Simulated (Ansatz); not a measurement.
# KCl: the cost of one run

Program: Ansatz 0.2.0. Level of theory: DFT PBEsol, scalar-relativistic. These are calculated values, not measurements.

## Step 1: The structure to begin with

Symmetry: Pm-3m, No. 221, cubic system. The conventional cell has a = 3.634 Å, b = 3.634 Å, c = 3.634 Å, α = 90.00°, β = 90.00°, γ = 90.00°. K (site symmetry m-3m) is surrounded by 8 Cl at 3.15 Å. Cl (site symmetry m-3m) has 8 K at 3.15 Å as nearest neighbours.

Coordinates:

```
K Cl
1.0
     3.63400    0.00000    0.00000
     0.00000    3.63400    0.00000
     0.00000    0.00000    3.63400
K Cl
1 1
Direct
  0.00000 0.00000 0.00000
  0.50000 0.50000 0.50000
```

Atoms are numbered in the order of the input: K1, Cl2.

## Step 2: The deformed structure

Space group Pm-3m before, R-3m after.

## Step 3: LAPW, all electrons

File input.yaml:

```yaml
crystal:
  lattice:
    - [3.634, 0.03634, 0.03634]
    - [0.03634, 3.634, 0.03634]
    - [0.03634, 0.03634, 3.634]
  atoms:
    - { symbol: K, position: [0.0, 0.0, 0.0] }
    - { symbol: Cl, position: [0.5, 0.5, 0.5] }
kpoints:
  mp_grid: { grid: [7, 7, 7] }
  band_path:
    path:
      - [0.0, 0.0, 0.0]
      - [0.5, 0.5, 0.5]
      - [0.5193194925, 0.4806805075, 0.5]
      - [0.5, -0.4806805075, 0.4806805075]
      - [0.5, 0.0, 0.0]
      - [0.0, 0.0, 0.0]
      - [0.4903402537, -0.4903402537, 0.0]
      - [0.5096597463, 0.0, 0.4903402537]
      - [0.5, 0.0, 0.5]
    npoints: 5
scf:
  occupations: { method: fermi_dirac, width: 0.01 }
hamiltonian:
  xc: pbesol
  pseudopotentials: { kind: all_electron, lapw: { basis_error: 0.001 } }
output:
  forces: true
  stress: true
  eigenvalues: true
```

Launch:

```bash
$ ansatz run input.yaml --threads 1 --pin off --max-ram 3072MiB --backend cpu --events-out ev --progress --plain --runs-dir out
```

What time and memory should one allow on 1 thread of Arm Neoverse V1, shared host?

About 5.9 s, with a peak of 0.25 GiB.
